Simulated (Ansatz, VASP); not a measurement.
## Two plane-wave programs on Pd

INCAR

```
ALGO = Normal
EDIFF = 1E-7
ENCUT = 520
GGA = PE
ISIF = 2
ISMEAR = -1
LASPH = T
LCHARG = F
LREAL = F
LWAVE = F
NBANDS = 17
NELM = 80
PREC = Accurate
SIGMA = 0.1
```

File KPOINTS:

```
k-points
0
Gamma
  11 11 11
```

POSCAR

```
Pd
1.0
    0.0000000000      2.9054374955      2.9054374955
    2.9054374955      0.0000000000      2.9054374955
    2.9054374955      2.9054374955      0.0000000000
Pd
2
Direct
    0.1250000000      0.1250000000      0.1250000000
    0.8750000000      0.8750000000      0.8750000000
```

Input for Ansatz:

```yaml
crystal:
  lattice:
    - [0.0, 2.9054374955, 2.9054374955]
    - [2.9054374955, 0.0, 2.9054374955]
    - [2.9054374955, 2.9054374955, 0.0]
  atoms:
    - { symbol: Pd, position: [0.125, 0.125, 0.125] }
    - { symbol: Pd, position: [0.875, 0.875, 0.875] }
hamiltonian:
  xc: pbe
  pseudopotentials:
    kind: paw
    azcp:
      Pd: "pseudopotentials/Pd.paw.azcp"
basis:
  ecutwfc: 420
  fft_grid_basis: typed
kpoints:
  mp_grid: { grid: [11, 11, 11], shift: [0, 0, 0] }
magnetization:
  spin_polarized: false
scf:
  occupations: { method: fermi_dirac, width: 0.1 }
  lower_state_search: "off"
output:
  stress: true
```

Alike in both runs: task single point; functional PBE; k mesh 11 × 11 × 11; occupations fermi-dirac, width 0.1 eV; no spin polarisation.

```csv
,VASP,Ansatz
version,VASP 6.6.1,Ansatz 0.2.0
potentials or method,"VASP PAW PBE potentials, release 64 (Pd)","plane waves (420 eV) with PAW, scalar-relativistic"
plane-wave cutoff (eV),520,420
valence electrons in the cell,20,36
```

|  | VASP | Ansatz | Ansatz less VASP |
| --- | --- | --- | --- |
| pressure (GPa) | -0.2 | 0.1 | +0.30 |

The two sets of potentials don't hold the same shells in valence.
